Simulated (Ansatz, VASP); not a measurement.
One calculation of Si4N3, two programs

```
Si N
1.0
     4.16528    0.00000    0.00000
     0.00000    4.16528    0.00000
     0.00000    0.00000    4.16528
Si N
4 3
Cartesian
  1.1742 1.1742 2.9911
  2.9911 2.9911 2.9911
  1.1742 2.9911 1.1742
  2.9911 1.1742 1.1742
  0.0000 0.0000 2.0826
  2.0826 0.0000 0.0000
  0.0000 2.0826 0.0000
```

Alike in both runs: functional PBE; k mesh 4 × 4 × 4; occupations gaussian, width 0.1 eV; no spin polarisation.

Ansatz relaxed the structure, and its values are those at the end. VASP's run is a single point on that final structure, the one shown.

```csv
,VASP,Ansatz
version,VASP 6.6.1,Ansatz 0.2.0
potentials or method,"VASP PAW PBE potentials, release 64 (Si, N)","scalar-relativistic, plane waves, PAW"
plane-wave cutoff (eV),520,420
valence electrons in the cell,31,31
```

```tsv
	VASP	Ansatz	Ansatz less VASP
gap on the k mesh at the Fermi level (eV)	none	none	-
pressure (GPa)	0.0	0.1	+0.09
rms of the force components (eV/Å)	0.007	0.002	-0.0049
```

A gap of «none» marks a metal or a gap that the smearing closes.

Caveats: the k mesh is coarse (spacing up to 0.38 Å⁻¹), so the values aren't converged.
